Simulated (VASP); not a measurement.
# ZnCu: formation energy of Sn on the Cu site, part 4 of 4

Wanted: what Sn on the Cu site costs in ZnCu and how the lattice relaxes round it. The start is a cell from a database of measured crystal structures.

VASP 6.6.1, plane waves and PAW; the level of theory is named at each step.

So far. Step 6 (Reference Zn): The run ended after 17 ionic steps, 0.109 eV below its first step, once forces and stress met EDIFFG = -0.02. Step 6 (Reference Zn): Energy at zero smearing: -3.77290 eV.

### 7. The defect cell

This step: LDA; plane waves and PAW (Zn, Sn, Cu) (VASP 6.6.1).

System of this step: Zn16Cu15Sn. The cell holds 32 atoms: 16 Zn, 1 Sn and 15 Cu. Its edges and angles: a = 8.116 Å, b = 8.116 Å, c = 8.116 Å, α = 60.0°, β = 60.0°, γ = 60.0°. It derives from ZnCu. Nearest the centre at fractional (0.000, 0.000, 0.000): Sn17 at 0.00 Å, Zn16 at 2.48 Å, Zn13 at 2.48 Å, Zn1 at 2.48 Å, Zn14 at 2.48 Å, Zn15 at 2.48 Å, Zn3 at 2.48 Å, Zn2 at 2.48 Å.

The host is treated as a metal, since its gap is under 0.3 eV or closed. The run keeps 48 symmetry operations, which cuts the number of k-points but bars distortions that break them. The atoms relax at the host's fixed cell.

The input, INCAR:

```
SYSTEM = Zn16Cu15Sn
PREC = Normal
ENCUT = 300
EDIFF = 1E-05
NELM = 120
ISMEAR = 1
SIGMA = 0.2
LREAL = Auto
ALGO = Fast
GGA = CA
NBANDS = 212
LASPH = .TRUE.
LORBIT = 11
LWAVE = .FALSE.
LCHARG = .TRUE.
KPAR = 4
IBRION = 2
NSW = 50
ISIF = 2
EDIFFG = -0.03
POTIM = 0.4
MAXMIX = 40
ISYM = 2
```

The input, POSCAR:

```
Zn16Cu15Sn
1.0
    0.0000000000      5.7387947982      5.7387947982
    5.7387947982      0.0000000000      5.7387947982
    5.7387947982      5.7387947982      0.0000000000
Zn Sn Cu
16 1 15
Direct
    0.1250000000      0.1250000000      0.1250000000
    0.6250000000      0.1250000000      0.1250000000
    0.1250000000      0.6250000000      0.1250000000
    0.1250000000      0.1250000000      0.6250000000
    0.3750000000      0.3750000000      0.3750000000
    0.6250000000      0.6250000000      0.1250000000
    0.6250000000      0.1250000000      0.6250000000
    0.8750000000      0.3750000000      0.3750000000
    0.1250000000      0.6250000000      0.6250000000
    0.3750000000      0.8750000000      0.3750000000
    0.3750000000      0.3750000000      0.8750000000
    0.6250000000      0.6250000000      0.6250000000
    0.8750000000      0.8750000000      0.3750000000
    0.8750000000      0.3750000000      0.8750000000
    0.3750000000      0.8750000000      0.8750000000
    0.8750000000      0.8750000000      0.8750000000
    0.0000000000      0.0000000000      0.0000000000
    0.5000000000      0.0000000000      0.0000000000
    0.0000000000      0.5000000000      0.0000000000
    0.0000000000      0.0000000000      0.5000000000
    0.2500000000      0.2500000000      0.2500000000
    0.5000000000      0.5000000000      0.0000000000
    0.5000000000      0.0000000000      0.5000000000
    0.7500000000      0.2500000000      0.2500000000
    0.0000000000      0.5000000000      0.5000000000
    0.2500000000      0.7500000000      0.2500000000
    0.2500000000      0.2500000000      0.7500000000
    0.5000000000      0.5000000000      0.5000000000
    0.7500000000      0.7500000000      0.2500000000
    0.7500000000      0.2500000000      0.7500000000
    0.2500000000      0.7500000000      0.7500000000
    0.7500000000      0.7500000000      0.7500000000
```

The input, KPOINTS:

```
Automatic mesh
0
Gamma
4 4 4
0 0 0
```

PAW data sets: Zn, Sn and Cu (LDA family, release 64).

Run with:

```sh
$ mpirun -np 4 vasp_std
```

What it wrote:

```text
[banner, memory and clock lines left out]
running    4 mpi-ranks, on    1 nodes
 distrk:  each k-point on    1 cores,    4 groups
 distr:  one band on    1 cores,    1 groups

 POSCAR found type information on POSCAR ZnSnCu
 POSCAR found :  3 types and      32 ions
 LDA part: xc-table for (Slater(with rela. corr.)+CA(PZ))
 , standard interpolation
 POSCAR, INCAR and KPOINTS ok, starting setup
 FFT: planning ... GRIDC
 FFT: planning ... GRID_SOFT
 FFT: planning ... GRID
 WAVECAR not read
 entering main loop
       N       E                     dE             d eps       ncg     rms          rms(c)
DAV:   1     0.301339798782E+04    0.30134E+04   -0.10403E+05  3392   0.197E+03
DAV:   2     0.415922632160E+03   -0.25975E+04   -0.25169E+04  3392   0.514E+02
DAV:   3    -0.974321500808E+02   -0.51335E+03   -0.48699E+03  3408   0.233E+02
DAV:   4    -0.124661289132E+03   -0.27229E+02   -0.26642E+02  3892   0.689E+01
DAV:   5    -0.125254486207E+03   -0.59320E+00   -0.59025E+00  4272   0.995E+00    0.413E+01
RMM:   6    -0.119242189253E+03    0.60123E+01   -0.24090E+02  3392   0.775E+01    0.242E+01
RMM:   7    -0.106206942597E+03    0.13035E+02   -0.72220E+01  3398   0.415E+01    0.110E+01
RMM:   8    -0.105991751812E+03    0.21519E+00   -0.13547E+00  3491   0.399E+00    0.505E+00
RMM:   9    -0.105933776864E+03    0.57975E-01   -0.67758E-01  3424   0.356E+00    0.152E+00
RMM:  10    -0.105908944128E+03    0.24833E-01   -0.22475E-01  3499   0.200E+00    0.455E-01
RMM:  11    -0.105916026039E+03   -0.70819E-02   -0.11383E-01  3703   0.859E-01    0.345E-01
RMM:  12    -0.105915505071E+03    0.52097E-03   -0.11590E-02  3485   0.494E-01    0.185E-01
RMM:  13    -0.105915757879E+03   -0.25281E-03   -0.63376E-03  3676   0.267E-01    0.136E-01
RMM:  14    -0.105915675939E+03    0.81940E-04   -0.98146E-04  4030   0.116E-01    0.898E-02
RMM:  15    -0.105915556939E+03    0.11900E-03   -0.69795E-04  3405   0.112E-01    0.210E-02
RMM:  16    -0.105915567596E+03   -0.10657E-04   -0.13682E-04  3128   0.437E-02    0.195E-02
RMM:  17    -0.105915566232E+03    0.13641E-05   -0.38274E-05  2433   0.200E-02
   1 F= -.10591557E+03 E0= -.10590380E+03  d E =-.105916E+03
 curvature:   0.00 expect dE= 0.000E+00 dE for cont linesearch  0.000E+00
 trial: gam= 0.00000 g(F)=  0.881E+00 g(S)=  0.000E+00 ort = 0.000E+00 (trialstep = 0.100E+01)
 search vector abs. value=  0.881E+00
 bond charge predicted
       N       E                     dE             d eps       ncg     rms          rms(c)
DAV:   1    -0.106329085979E+03   -0.41352E+00   -0.17343E+02  3496   0.296E+01    0.137E+00
RMM:   2    -0.106518512921E+03   -0.18943E+00   -0.19935E+00  3418   0.727E+00    0.121E+00
RMM:   3    -0.106569048474E+03   -0.50536E-01   -0.50306E-01  3447   0.255E+00    0.799E-01
RMM:   4    -0.106566379435E+03    0.26690E-02   -0.79761E-02  3730   0.134E+00    0.597E-01
RMM:   5    -0.106565083423E+03    0.12960E-02   -0.27061E-02  3494   0.700E-01    0.352E-01
RMM:   6    -0.106564863911E+03    0.21951E-03   -0.17346E-02  3477   0.545E-01    0.254E-01
RMM:   7    -0.106564468968E+03    0.39494E-03   -0.15532E-02  3422   0.589E-01    0.216E-01
RMM:   8    -0.106564005283E+03    0.46368E-03   -0.26948E-03  3435   0.259E-01    0.659E-02
RMM:   9    -0.106564057707E+03   -0.52423E-04   -0.11190E-03  3950   0.990E-02    0.375E-02
RMM:  10    -0.106564060418E+03   -0.27110E-05   -0.92618E-05  2778   0.299E-02
   2 F= -.10656406E+03 E0= -.10654965E+03  d E =-.648494E+00
[... from here on, the cycles between the ionic steps are left out ...]
   3 F= -.10677347E+03 E0= -.10675421E+03  d E =-.857908E+00
   4 F= -.10677477E+03 E0= -.10675588E+03  d E =-.859209E+00
   5 F= -.10677449E+03 E0= -.10675543E+03  d E =-.858927E+00
   6 F= -.10678276E+03 E0= -.10676386E+03  d E =-.826571E-02
   7 F= -.10679272E+03 E0= -.10677420E+03  d E =-.182234E-01
   8 F= -.10679325E+03 E0= -.10677485E+03  d E =-.187590E-01
   9 F= -.10679327E+03 E0= -.10677485E+03  d E =-.187804E-01
  10 F= -.10679323E+03 E0= -.10677482E+03  d E =-.187334E-01
 curvature:  -0.18 expect dE=-0.165E-03 dE for cont linesearch -0.855E-08
 trial: gam= 0.04692 g(F)=  0.911E-03 g(S)=  0.000E+00 ort =-0.198E-04 (trialstep = 0.192E+01)
 search vector abs. value=  0.927E-03
 bond charge predicted
       N       E                     dE             d eps       ncg     rms          rms(c)
DAV:   1    -0.106793878769E+03   -0.65563E-03   -0.65617E-01  3608   0.183E+00    0.603E-02
RMM:   2    -0.106794617039E+03   -0.73827E-03   -0.63414E-03  3467   0.336E-01    0.117E-01
RMM:   3    -0.106794510430E+03    0.10661E-03   -0.16549E-03  3462   0.156E-01    0.390E-02
RMM:   4    -0.106794526361E+03   -0.15931E-04   -0.39436E-04  3586   0.824E-02    0.359E-02
RMM:   5    -0.106794558632E+03   -0.32271E-04   -0.16999E-04  3484   0.462E-02    0.428E-02
RMM:   6    -0.106794520245E+03    0.38387E-04   -0.16590E-04  3600   0.514E-02    0.251E-02
RMM:   7    -0.106794520303E+03   -0.58666E-07   -0.32124E-05  2361   0.185E-02
  11 F= -.10679452E+03 E0= -.10677684E+03  d E =-.129320E-02
 trial-energy change:   -0.001293  1 .order   -0.001094   -0.001748   -0.000440
 step:   2.2334(harm=  2.5663)  dis= 0.00213  next Energy=  -106.794557 (dE=-0.133E-02)
 reached required accuracy - stopping structural energy minimisation
```

It took 7.7 min on 4 MPI ranks of AMD EPYC 7R43, shared host; peak memory 1.3 GiB.

OUTCAR, selected parts (step 7):

```text
   k-points           NKPTS =      8   k-points in BZ     NKDIM =      8   number of bands    NBANDS=    212

   NELECT =     361.0000    total number of electrons

 E-fermi :   6.5668

 k-point     1 :       0.0000    0.0000    0.0000
  band No.  band energies     occupation
    ...
    172       4.1730      2.00000
    173       4.1730      2.00000
    174       4.2264      2.00000
    175       4.2264      2.00000
    176       4.2264      2.00000
    177       7.3717     -0.00000
    178       8.0915     -0.00000
    179       8.0915     -0.00000
    180       8.0915     -0.00000
    181       8.5823     -0.00000
    ...

  Total       10.8375508     10.8375508     10.8375508     -0.0000000     -0.0000000      0.0000000
  in kB       45.9356267     45.9356267     45.9356267     -0.0000000     -0.0000000      0.0000000
  external PRESSURE =      45.9356267 kB  Pullay stress =       0.0000000 kB

 POSITION                                       TOTAL-FORCE (eV/Angst)
 -----------------------------------------------------------------------------------
      1.51295      1.51295      1.51295        -0.002640     -0.002640     -0.002640
      1.51295      4.22584      4.22584        -0.002640      0.002640      0.002640
      4.22584      1.51295      4.22584         0.002640     -0.002640      0.002640
      4.22584      4.22584      1.51295         0.002640      0.002640     -0.002640
      4.31642      4.31642      4.31642         0.007817      0.007817      0.007817
      4.31642      4.31642      7.16117         0.007817      0.007817     -0.007817
      4.31642      7.16117      4.31642         0.007817     -0.007817      0.007817
      4.31642      7.16117      7.16117         0.007817     -0.007817     -0.007817
      7.16117      4.31642      4.31642        -0.007817      0.007817      0.007817
      7.16117      4.31642      7.16117        -0.007817      0.007817     -0.007817
      7.16117      7.16117      4.31642        -0.007817     -0.007817      0.007817
      7.16117      7.16117      7.16117        -0.007817     -0.007817     -0.007817
      7.25175      7.25175      9.96464        -0.002640     -0.002640      0.002640
      7.25175      9.96464      7.25175        -0.002640      0.002640     -0.002640
      9.96464      7.25175      7.25175         0.002640     -0.002640     -0.002640
      9.96464      9.96464      9.96464         0.002640      0.002640      0.002640
      0.00000      0.00000      0.00000         0.000000     -0.000000     -0.000000
      0.00000      2.86940      2.86940         0.000000     -0.000000     -0.000000
      2.86940      0.00000      2.86940         0.000000     -0.000000      0.000000
      2.86940      2.86940      0.00000         0.000000     -0.000000     -0.000000
      2.86940      2.86940      2.86940         0.000000     -0.000000      0.000000
      2.86940      2.86940      5.73879         0.000000     -0.000000      0.000000
      2.86940      5.73879      2.86940         0.000000     -0.000000     -0.000000
      2.86939      5.73879      5.73879        -0.002012     -0.000000      0.000000
[...]
-----------------------------------------------------------------------------------
    total drift:                                0.000000      0.000000      0.000000

  FREE ENERGIE OF THE ION-ELECTRON SYSTEM (eV)
  ---------------------------------------------------
  free  energy   TOTEN  =      -106.7945203034 eV

  energy  without entropy=     -106.7414829455  energy(sigma->0) =     -106.77684118

[... 7 parts as in an earlier step ...]

[... 10 further parts left out ...]
```

Relaxation path:

| step | energy less that of the first step (eV) | largest force (eV/Å) |
| --- | --- | --- |
| 1 | 0.0000 | 1.6472 |
| 2 | -0.6485 | 0.8136 |
| 3 | -0.8579 | 0.2004 |
| 4 | -0.8592 | 0.1591 |
| 5 | -0.8589 | 0.1859 |
| 6 | -0.8672 | 0.1278 |
| 7 | -0.8772 | 0.0385 |
| 8 | -0.8777 | 0.0399 |
| 9 | -0.8777 | 0.0420 |
| 10 | -0.8777 | 0.0404 |
| 11 | -0.8790 | 0.0135 |

The atoms that moved most (Å):

| atom | dx | dy | dz | length |
| --- | --- | --- | --- | --- |
| Zn15 | -0.078 | 0.078 | 0.078 | 0.136 |
| Zn13 | 0.078 | 0.078 | -0.078 | 0.136 |
| Zn14 | 0.078 | -0.078 | 0.078 | 0.136 |
| Zn2 | 0.078 | -0.078 | -0.078 | 0.136 |
| Zn4 | -0.078 | -0.078 | 0.078 | 0.136 |
| Zn3 | -0.078 | 0.078 | -0.078 | 0.136 |
| Zn1 | 0.078 | 0.078 | 0.078 | 0.136 |
| Zn16 | -0.078 | -0.078 | -0.078 | 0.136 |

The relaxed structure:

```
Zn Sn Cu
1.0
     0.00000    5.73879    5.73879
     5.73879    0.00000    5.73879
     5.73879    5.73879    0.00000
Zn Sn Cu
16 1 15
Direct
  0.13182 0.13182 0.13182
  0.60455 0.13182 0.13182
  0.13182 0.60455 0.13182
  0.13182 0.13182 0.60455
  0.37607 0.37607 0.37607
  0.62393 0.62393 0.12822
  0.62393 0.12822 0.62393
  0.87178 0.37607 0.37607
  0.12822 0.62393 0.62393
  0.37607 0.87178 0.37607
  0.37607 0.37607 0.87178
  0.62393 0.62393 0.62393
  0.86818 0.86818 0.39545
  0.86818 0.39545 0.86818
  0.39545 0.86818 0.86818
  0.86818 0.86818 0.86818
  0.00000 0.00000 0.00000
  0.50000 0.00000 0.00000
  0.00000 0.50000 0.00000
  0.00000 0.00000 0.50000
  0.25000 0.25000 0.25000
  0.50000 0.50000 0.00000
  0.50000 0.00000 0.50000
  0.75000 0.25000 0.25000
  0.00000 0.50000 0.50000
  0.25000 0.75000 0.25000
  0.25000 0.25000 0.75000
  0.50000 0.50000 0.50000
  0.75000 0.75000 0.25000
  0.75000 0.25000 0.75000
  0.25000 0.75000 0.75000
  0.75000 0.75000 0.75000
```

Numbers from this step:

```yaml
electronic_cycles: 84
electrons: 361
free_energy_toten: -106.7945 eV
energy_at_zero_smearing: -106.7768 eV
fermi_energy: 6.567 eV
```

Valence density in the ac plane at fractional y = 0.000, through the centre, with atoms of Sn and Cu within 0.45 Å of it. It is the smooth field of the valence electrons, not physical close to the nuclei.

Ten steps, logarithmic in the rise over the least value, from '_' (0 e/Å³) to '@' (15 e/Å³), each cell a mean:
```
__..::::::::::::::--**@@@@##==::::::::::::::..
::::::::::::::::::::--**##**--::::::::::::::::
::::::::::::------::::--====--::::------::::::
::::::::::::::------::::::::::::::--------::::
::::::::::::::------::::::::::::::::------::::
::::::::::::::::::--::::::::--::::::::----::::
::::::----::::::::::::::::::------::::::::::::
::::::------::::::::::::::::------::::::::::::
--::::------::::----==----::::------::::----==
**==::::----::::--++####++--::::::::::::==**##
@@##--::::::::::--++%%@@%%++--::::::::::==##@@
@@%%++--::::::::::==##@@@@##--::::::::::--**@@
%%%%++--::::::::::--++##%%##==::::::::::::--**
++++==--::::----::::--==++++--::::------::::--
::----::::::------::::::------::::::------::::
::::::::::::--------::::::::::::::::------::::
::::::::::::::------::::::::::::::::::::--::::
::::::----::::::::::::::::------::::::::::::::
::::::------::::::::::::::--------::::::::::::
::::::------::::::------::::------::::::::::::
::::::::::::::::--==++++--::::::::::::::::::::
..::::::::::::::--++%%%%##==::::::::::::::::..
__..::::::::::::::++%%@@@@**--::::::::::::::__
```
Columns run along a (8.1 Å), rows up along c (8.1 Å). Atoms in or near the plane, at fractional coordinates: Sn at (0.00, 0.00), Cu at (0.50, 0.00), Cu at (0.00, 0.50), Cu at (0.50, 0.50).

The run ended after 11 ionic steps, 0.879 eV below its first step, once the forces on the free atoms met EDIFFG = -0.03.

The 8 first neighbours (Zn) lie 2.48 Å from the site in the perfect crystal and 2.62 Å on average from the atom on it after the relaxation (+5.5 %).

### 8. Putting the energies together

This step: point defect, LDA; plane waves and PAW (VASP 6.6.1).

This step runs nothing: it gathers the runs above.

Numbers from this step:

```
formation energy of the neutral defect : 1.832 eV
host formation enthalpy                : -0.09674 eV/atom
```

Formation energy:

| formation energy (eV) | largest move (Å) |
| --- | --- |
| 1.832 | 0.1355 |

The formation energy is the energy of the relaxed defect cell less that of the perfect cell, with each removed atom booked to its reference and each added atom taken from it.

References, in eV an atom: Sn -4.500 (crystal I4_1/amd), Cu -4.722 (crystal Fm-3m) and Zn -1.886 (crystal P6_3/mmc). They were run at the supercell's cutoff and functional, without U, and count both elements from their own phases.

### 9. Results

```
formation energy at charge 0 : 1.832 eV
host formation enthalpy      : -0.0967 eV/atom
```

Sn on the Cu site costs 1.83 eV, with every exchanged atom at the energy of its element. The 8 first neighbours (Zn) lie 2.48 Å from the site in the perfect crystal and 2.62 Å on average from the atom on it after the relaxation (+5.5 %). With metallic smearing the value can move by tenths of an eV with the k mesh. The supercell of 32 atoms is small, so interactions between images remain.

[Lines on the potential files, build, host, timing and source positions are cut from VASP's logs without a mark.]

[Logs are printed without paths, hosts, clocks, repeated set-up lines and the standing remarks that a program may print on its own settings, such as how far it seeks lower states.]

[Hosts, paths, dates, database ids (printed as entryN), source tags and the programs' standing remarks are cut or masked in the printed files.]

[In band tables of VASP the shares of atoms and orbitals are scaled to a sum of 1 inside the atoms' spheres.]

[Runs that stopped without an error message from VASP are left out.]
